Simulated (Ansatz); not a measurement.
**Al: energy along a strain**

Al, Im-3m, a = 3.235 Å. This isn't the element's structure at ambient conditions. Ansatz: PBE, PAW, 420 eV, Γ-centred 26×26×26 mesh on 1 atom, Gaussian smearing 0.15 eV; no spin polarisation. Cell vectors (Å): -1.618 1.618 1.618; 1.618 -1.618 1.618; 1.618 1.618 -1.618. The cell is strained by x per cent times the pattern (0 0 0 0 0 1) in the order xx yy zz yz xz xy (engineering shears), with fractional coordinates held. y is the free energy over the start, V0 = 16.928 Å³/atom. Symmetry makes y even in x. Points with a strain past 8.5 % were computed too (4) and aren't used here.

```
x (%) y (meV/atom)
-7.50         11.99
 0.00          0.00
 1.87          0.81
 3.75          2.95
 5.62             ?
```

Question: Fit y = c2 x² + c4 x⁴ to the other rows, get the stiffness along the pattern, and predict the missing energy.

Answer: Least squares on the rows shown. y = 0.2108 x² + 4.166×10⁻⁵ x⁴. The clamped-ion stiffness p·C·p = 2 × 2.108 eV × 160.2 / 16.928 Å³ = 40 GPa, which is C66 in these axes (C44 of the cubic crystal). At x = 5.62 the fit asked for gives 6.70 meV/atom. The run gave 6.65 meV/atom, so the fit is 0.05 meV/atom too high, within twice the rms miss on the fitted rows (0.04 meV/atom).

Cost: 9 runs of about 2.4 core-minutes in all, on Intel Xeon Platinum 8259CL (Skylake/Cascade Lake) (shared hosts).

The energy rises almost quadratically with shear, so this bcc lattice resists the C44 distortion. The quartic term is a small correction even at the largest strain, and its size and sign are poorly determined, since the misfit at small strain is of similar order.

In a nearly-free-electron metal such as Al, this shear leaves the volume unchanged to first order, so the large volume-dependent part of the energy contributes little. The restoring force comes mainly from the electrostatic energy of the ions in the electron gas, modified by the band-structure energy as the Bragg planes shift relative to the Fermi surface. With one atom per primitive cell there is no internal displacement to relax, so the clamped-ion stiffness is also the relaxed one.

A positive C44 doesn't make bcc Al mechanically stable: the known weakness of this structure lies in the tetragonal shear that leads towards fcc, which this strain pattern doesn't probe.
